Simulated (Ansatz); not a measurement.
# Sensitivity of the G0W0 gap of BaTiO3 (P4mm)

Aim: change settings of a G0W0 run on BaTiO3 (P4mm) and see what moves.

Calculated with Ansatz 0.2.0; G0W0 on PBE, plane waves, PAW.

### 1. Set-up

Symmetry: P4mm, No. 99, tetragonal system. The conventional cell has a = 3.990 Å, b = 3.990 Å, c = 4.023 Å, α = 90.00°, β = 90.00°, γ = 90.00°. Nearest to Ba lie 12 O at 2.80 to 2.87 Å. Ti has 6 O at 1.84 to 2.18 Å nearest. Nearest to O lie 2 Ti at 1.84 to 2.18 Å and 4 Ba at 2.82 Å. Nearest to O lie 2 Ti at 2.00 Å and 4 Ba at 2.80 to 2.87 Å. Farther neighbours and most contacts between anions are not listed.

The cell and positions come from the Crystallography Open Database and are kept as given unless a step says otherwise. Spin-orbit coupling is left out unless a step names it. The default PAW set here is soft_2. Its files were made with PBE.

### 2. The base run: 4×4×4 mesh, 191 empty bands, screening to 120 eV

G0W0 replaces the xc potential by the self-energy, built once from these orbitals. Only a window of levels is corrected, while the sums run over the empty bands that the input names.

input.yaml reads:

```yaml
crystal:
  lattice:
    - [3.99048, 0.0, 0.0]
    - [0.0, 3.99048, 0.0]
    - [0.0, 0.0, 4.02303]
  atoms:
    - { symbol: Ba, position: [0.0, 0.0, 0.0] }
    - { symbol: Ti, position: [0.5, 0.5, 0.522] }
    - { symbol: O, position: [0.5, 0.5, 0.979] }
    - { symbol: O, position: [0.5, 0.0, 0.488] }
    - { symbol: O, position: [0.0, 0.5, 0.488] }
kpoints:
  mp_grid: { grid: [4, 4, 4] }
hamiltonian:
  xc: pbe
scf:
  occupations: { method: fixed }
gw:
  n_empty_bands: 191
  ecut_chi: 120
  qp_bands: [v2, c2]
  qp_kpoints: band_edges
  screening: { model: contour_deformation }
```

Launch:

```
$ ansatz run input.yaml --threads 3 --pin off --max-ram 92160MiB --backend cuda --events-out ev --progress --plain --runs-dir out --devices 1 --max-vram 13GiB
```

Numbers of over 12 decimals in the logs are rounded to 6 here.

The program printed:

```text
GPUs: using 1 of 1 available (devices: 1).
Engine: ansatz 0.2.0, x86_64-unknown-linux-gnu
Pseudopotentials: kind: paw
Pseudopotential: Ba, paw, valence charge 10, recommended cutoff 420 eV (normal), Ba.paw.azcp
Pseudopotential: Ti, paw, valence charge 12, recommended cutoff 420 eV (normal), Ti.paw.azcp
Pseudopotential: O, paw, valence charge 6, recommended cutoff 420 eV (normal), O.paw.azcp
Functional definition: PBE
  parameter kappa = 0.804
  parameter beta = 0.066725
  exchange = pbe_x(kappa = kappa, mu = beta*pi^2/3)
  correlation = pbe_c(beta = beta)
device memory: the entry about to start is reckoned to put 0.7 GiB on a device that reports 28.4 GiB free (of which the cap on the GPU budget leaves the run 13.0 GiB)
GPU FFT provider: cuFFT
GPU libraries: cuBLAS 13.8.2, cuFFT 12.4.0, cuSOLVER 12.3.4
Crystal: 5 atoms, lattice volume = 64.062 Å³
Basis set: ecut = 420 eV, 1245 PW (Γ)
Bands: 25, of which v1, the nominal top of the filled ones, is band 20 counted from 1 (19 counted from 0)
Symmetry: 8 space group operations
Space group: P4mm (ITA 99), of the structure as read, at distance tolerance 4.0e-5 Å
k-points: 18 of 64 (time reversal used)
Non-local potential: Ba, projectors of the file, l = 0: 3, l = 1: 2, l = 2: 2, l = 3: 2
Non-local potential: Ti, projectors of the file, l = 0: 3, l = 1: 2, l = 2: 3, l = 3: 1
Non-local potential: O, projectors of the file, l = 0: 2, l = 1: 2, l = 2: 1
PAW form: soft (Blöchl's): semilocal exchange-correlation on the pseudo side does not see the compensation charge
PAW one-centre angular grid: Ba, 194 points (default); XC on 64 Gauss nodes
PAW one-centre angular grid: Ti, 590 points (default); XC on 64 Gauss nodes
PAW one-centre angular grid: O, 110 points (default); XC on 64 Gauss nodes
Initial density: superposition of atomic densities (neutral atoms: chi_scale 0, normalization atom), corrected by the library's trained network
Initial wavefunctions: pseudopotential atomic-orbital guess
GPU buffer pool allocated for 19683 grid points (all kernels)
GPU transforms: local potential and band sums: pruned to the plane-wave sphere, on 27×27×27
Functional: x = pbe(κ = 0.804, μ = 0.219515), c = pbe(β = 0.066725)
SCF iter   1: F=—  HF=-10159.571982 eV  |F-HF|=—  |Δ(HF+E_count)|=         —  Δρ=1.34e-3  dr2=5.52e-4  ethr=1.77e-3  ⟨swp⟩=4.3  Hψ=1920  notcnv=0  defer=19
preconditioner: auto → Resta (q_TF=auto, 2.522 Å⁻¹)  ε∞=5.8  [insulator: Δε(μ)=1.844 eV  Ē_g=12.013 eV  n_scr=18 (ndim 8)  ℏωp=26.2 eV  f_vac=0.000  ε∞_Penn≈5.8]
SCF iter   2: F=—  HF=-10159.572304 eV  |F-HF|=—  |Δ(HF+E_count)|=   3.21e-4  Δρ=7.47e-4  dr2=1.74e-4  ethr=1.38e-6  ⟨swp⟩=2.2  Hψ=997  notcnv=0  defer=50
[...]
E_xc         = -491.767780
  E_vxc        = -546.540323  (∫ρ·V_xc dr)
  E_paw        = -6744.795997  (= ΣΔE_a)
  E_vpaw       = -309.301594  (= ΣTr[D̂ρ^β])
  E_aug_tail   = 0.007467  (compensation charges beyond the density's cutoff)
  E_ewald      = -2816.176581
  E_smearing   = -0.000000  (= −TS)
  E_closure    = 0.000000  (closes the sum)
  Σ components = -10159.572460   (vs F -10159.572460, Δ=0.00e0)
--- Band table (eV; the first three rows and the last of 18) ---
  k-point 0: bands = [... 16 lower, 9.2045, 9.9824, 10.0558, 10.0558, 12.2569, 12.6243, 12.6243, 14.5043, ... 1 higher]
  k-point 1: bands = [... 16 lower, 8.8021, 9.1070, 9.8808, 9.8808, 12.3201, 13.3860, 13.3860, 14.5019, ... 1 higher]
  k-point 2: bands = [... 16 lower, 8.4624, 8.4875, 9.7218, 9.7218, 12.3859, 14.0720, 14.0720, 14.5024, ... 1 higher]
  k-point 17: bands = [... 16 lower, 8.0166, 10.2263, 10.2263, 10.4012, 14.6387, 14.6512, 14.6512, 16.9142, ... 1 higher]
--- G₀W₀: contour deformation, 7 samples at zero and on the imaginary axis and 2 off it, 64 q-points, 191 empty bands' worth ---
  eigenvalues of the whole cell's RPA ε∞ on this k-mesh (on a slab, of 1 + 4πα/V) = 5.6538, 6.2650, 6.2650; static W/v taken at q = 0 is 0.164978
  bands read: the sum over 211 bands ends inside a degenerate multiplet in 2 slots, whose members it reads at an even weight; the widest, k=16: bands 211 to 212 (counted from 1) at 1/2 each
  gw.qp_kpoints: band_edges: 12 of 18 stored k-points solved, in 1 pass; an edge of the gap read off the rows below is read off those points alone
    valence top: of the k-points left out ik 13 came nearest to being solved in a further pass, in band 20 (counted from 1, as in the quasiparticle table): it holds the edge there only if its correction is more favourable than any solved in that band by at least 0.521 eV; those differ by 0.058 eV
    conduction bottom: of the k-points left out ik 4 came nearest to being solved in a further pass, in band 21 (counted from 1, as in the quasiparticle table): it holds the edge there only if its correction is more favourable than any solved in that band by at least 0.949 eV; those differ by 0.116 eV
    ik  band        ε_KS         Σx   Σc(E_QP)       V_xc       Z   E_QP_lin       E_QP  E_QP is
     0    19     10.0558   -25.5905     4.2863   -21.0461  0.7255     9.7965     9.7977  root
     0    20     10.0558   -25.5905     4.2863   -21.0461  0.7255     9.7965     9.7977  root
     0    21     12.2569   -12.5402    -6.4625   -20.2093  0.7369    13.4935    13.4635  root
     0    22     12.6243   -13.2576    -6.0170   -20.4864  0.7350    13.8665    13.8362  root
     1    19      9.8808   -25.6843     4.4792   -20.9172  0.7237     9.5912     9.5929  root
     1    20      9.8808   -25.6843     4.4792   -20.9172  0.7237     9.5912     9.5929  root
     1    21     12.3201   -12.6672    -6.5554   -20.4521  0.7343    13.5814    13.5496  root
     1    22     13.3860   -14.1315    -6.3821   -21.7920  0.7160    14.7061    14.6644  root
[...]
17    19     10.2263   -25.8266     4.7833   -20.7575  0.7187     9.9388     9.9405  root
    17    20     10.4012   -25.8870     4.8214   -20.8018  0.7164    10.1359    10.1373  root
    17    21     14.6387   -14.6074    -7.7383   -23.6292  0.6705    15.9917    15.9222  root
    17    22     14.6512   -14.7347    -7.5667   -23.6315  0.6765    16.0533    15.9813  root
[key lines of the parts left out:]
SCF converged after 7 iterations
Free energy (F): -10159.572460 eV
Fermi energy:    10.401152 eV
```

Wall time 21 s (1 × NVIDIA H100 80GB HBM3 (shared by 6 runs) with 3 threads of AMD EPYC 7R13 (Zen 3), shared host); peak memory 1.3 GiB; 27 s of CPU time.

The column dr2 measures how far the density is from self-consistency, as an energy; F and HF (Harris–Foulkes) agree once it is small.

Numbers from this step:

```
bands summed                                 : 211
RPA ε∞ on this mesh (eigenvalues)            : 5.654, 6.265, 6.265
plane waves in the screening matrix          : 179
q-points in the mesh                         : 64
G0W0 gap on the mesh                         : 3.326 eV
k of the valence top                         : -0.5, -0.5, -0.5
k of the conduction bottom                   : 0, 0, 0
starting gap on the mesh                     : 1.856 eV
Z at the valence top                         : 0.7164
Z at the conduction bottom                   : 0.7369
least direct G0W0 gap on the computed points : 3.666 eV
```

The gap on the mesh goes from 1.86 eV to 3.33 eV, a correction of +1.47 eV. Between the two edge states, bare exchange in place of the xc potential would open the gap by 12.75 eV, and correlation takes back 11.28 eV.

### 3. Variant: accuracy level

Changes to input.yaml since step 2:

```diff
@@ -18,4 +18,4 @@
 gw:
-  n_empty_bands: 191
-  ecut_chi: 120
+  n_empty_bands: 145
+  ecut_chi: 100
   qp_bands: [v2, c2]
@@ -23 +23,2 @@
   screening: { model: contour_deformation }
+accuracy: low
```

The program printed:

```text
settings of this run that can trade accuracy for cost: accuracy: low. Do not mix this run's numbers with those of runs without the same settings; the input reference describes each key
GPUs: using 1 of 1 available (devices: 1).
[...]
GPU FFT provider: cuFFT
GPU libraries: cuBLAS 13.8.2, cuFFT 12.4.0, cuSOLVER 12.3.4
Crystal: 5 atoms, lattice volume = 64.062 Å³
Basis set: ecut = 420 eV, 1245 PW (Γ)
Bands: 25, of which v1, the nominal top of the filled ones, is band 20 counted from 1 (19 counted from 0)
[... 1 set-up line as in the run before ...]
[...]
k-points: 18 of 64 (time reversal used)
[...]
GPU buffer pool allocated for 19683 grid points (all kernels)
[...]
SCF iter   1: F=—  HF=-10159.571982 eV  |F-HF|=—  |Δ(HF+E_count)|=         —  Δρ=1.34e-3  dr2=5.52e-4  ethr=1.77e-3  ⟨swp⟩=4.3  Hψ=1920  notcnv=0  defer=19
[...]
SCF iter   7: F=-10159.572460 eV  HF=-10159.572460 eV  |F-HF|=4.01e-9  |Δ(HF+E_count)|=   4.38e-8  Δρ=3.69e-6  dr2=9.00e-9  ethr=2.50e-10  ⟨swp⟩=8.0  Hψ=1789  notcnv=0
SCF 1 converged in 7 iterations: F = -10159.572460 eV  dr2 = 9.00e-9
[...]
NSCF: frozen V_eff on 18 k-points, pencils in batches of 32, up to order 100
[...]
NSCF: frozen V_eff on 18 k-points
G₀W₀ screening: q 1/18
[... further progress lines ...]
SCF converged after 7 iterations
Free energy (F): -10159.572460 eV
[...]
Internal energy: -10159.572460 eV  (E = F + TS)
E sigma→0 (E₀):  -10159.572460 eV
Fermi energy:    10.401152 eV
[...]
--- Band table (eV; the first three rows and the last of 18) ---
  k-point 0: bands = [... 16 lower, 9.2045, 9.9824, 10.0558, 10.0558, 12.2569, 12.6243, 12.6243, 14.5043, ... 1 higher]
  k-point 1: bands = [... 16 lower, 8.8021, 9.1070, 9.8808, 9.8808, 12.3201, 13.3860, 13.3860, 14.5019, ... 1 higher]
  k-point 2: bands = [... 16 lower, 8.4624, 8.4875, 9.7218, 9.7218, 12.3859, 14.0720, 14.0720, 14.5024, ... 1 higher]
  k-point 17: bands = [... 16 lower, 8.0166, 10.2263, 10.2263, 10.4012, 14.6387, 14.6512, 14.6512, 16.9142, ... 1 higher]
[...]
0    19     10.0558   -25.5905     4.3824   -21.0461  0.7275     9.8934     9.8939  root
     0    20     10.0558   -25.5905     4.3824   -21.0461  0.7275     9.8934     9.8939  root
     0    21     12.2569   -12.5402    -6.3655   -20.2093  0.7382    13.5962    13.5605  root
     0    22     12.6243   -13.2576    -5.9181   -20.4864  0.7363    13.9716    13.9350  root
     1    19      9.8808   -25.6843     4.5740   -20.9172  0.7257     9.6869     9.6876  root
     1    20      9.8808   -25.6843     4.5740   -20.9172  0.7257     9.6869     9.6876  root
     1    21     12.3201   -12.6672    -6.4576   -20.4521  0.7356    13.6855    13.6475  root
     1    22     13.3860   -14.1315    -6.2777   -21.7920  0.7175    14.8186    14.7688  root
[...]
17    19     10.2263   -25.8266     4.8724   -20.7575  0.7207    10.0288    10.0296  root
    17    20     10.4012   -25.8870     4.9124   -20.8018  0.7186    10.2277    10.2283  root
    17    21     14.6387   -14.6074    -7.6285   -23.6292  0.6725    16.1141    16.0320  root
    17    22     14.6512   -14.7347    -7.4559   -23.6315  0.6788    16.1775    16.0921  root
```

Wall time 16 s (1 × NVIDIA H100 80GB HBM3 (shared by 6 runs) with 3 threads); peak memory 1.2 GiB; 20 s of CPU time.

The G0W0 gap on the mesh is 3.332 eV.

Against the base:

| setting | base | variant |
| --- | --- | --- |
| empty bands | 191 | 145 |
| screening cutoff (eV) | 120 | 100 |
| accuracy | - | low |

| quantity | variant | base |
| --- | --- | --- |
| starting gap on the mesh | 1.856 | 1.856 |
| G0W0 gap on the mesh | 3.332 | 3.326 |
| least direct G0W0 gap on the computed points | 3.667 | 3.666 |
| Z at the valence top | 0.719 | 0.716 |
| Z at the conduction bottom | 0.738 | 0.737 |

### 4. Results

```yaml
base: 3.33 eV, 21 s
accuracy_level: 3.33 eV, 16 s
```

**Reading.** Accuracy level: the gap moves by +0.01 eV. The variant differs from the base in empty bands, screening cutoff and accuracy together, so the change can't be laid to one of them. All runs here use a coarse mesh and modest cutoffs; they test settings and are not final values. The 4×4×4 mesh is coarse for this cell (its supercell is 16 Å along the shortest edge). The RPA ε∞ on it, from the PBE start, is 5.65 and 6.26; such meshes misread the long-range screening, most where the gap is narrow. The many-body steps are scalar-relativistic: spin-orbit coupling is not in them.

[Paths, hosts, dates, memory and timing lines, banners, echoed tables and standing remarks are left out of the program output.]

[Logs are printed without paths, hosts, clocks, repeated set-up lines and the standing remarks that a program may print on its own settings, such as how far it seeks lower states.]

[Runs of the session that timed out or met a known fault of the program may be left out.]

[Cells called generated may have been cut or substituted from an entry of the Crystallography Open Database or the Materials Project.]

[Hosts, paths, dates, database ids (printed as entryN), source tags and the programs' standing remarks are cut or masked in the printed files.]
